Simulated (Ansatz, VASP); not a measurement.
## GaP in VASP and in Ansatz

```
CELL_PARAMETERS angstrom
0.00000 2.62096 2.62096
2.62096 0.00000 2.62096
2.62096 2.62096 0.00000
ATOMIC_POSITIONS crystal
Ga 0.00000 0.00000 0.00000
P 0.75000 0.75000 0.75000
```

Alike in both runs: functional PBEsol; k mesh 8 × 8 × 8; no spin polarisation.

Ansatz relaxed the structure, and its values are those at the end. VASP's run is a single point on that final structure, the one shown.

|  | VASP | Ansatz |
| --- | --- | --- |
| version | VASP 6.6.1 | Ansatz 0.2.0 |
| potentials or method | VASP PAW PBE potentials, release 64 (Ga_d, P) | scalar-relativistic, plane waves, PAW |
| plane-wave cutoff (eV) | 520 | 420 |
| occupations | gaussian, width 0.01 eV | fixed |
| valence electrons in the cell | 18 | 18 |

```csv
,VASP,Ansatz,Ansatz less VASP
gap on the k mesh at the Fermi level (eV),1.25,1.25,-0.003
least direct gap on the mesh (eV),2.73,2.72,-0.012
pressure (GPa),11.8,12.0,+0.17
```

Caveats: the PAW data sets were made with another functional, which shifts forces and pressure a little (VASP). A hybrid or GW would open this gap; PBEsol tends to underestimate it. A k mesh can miss the band edges.
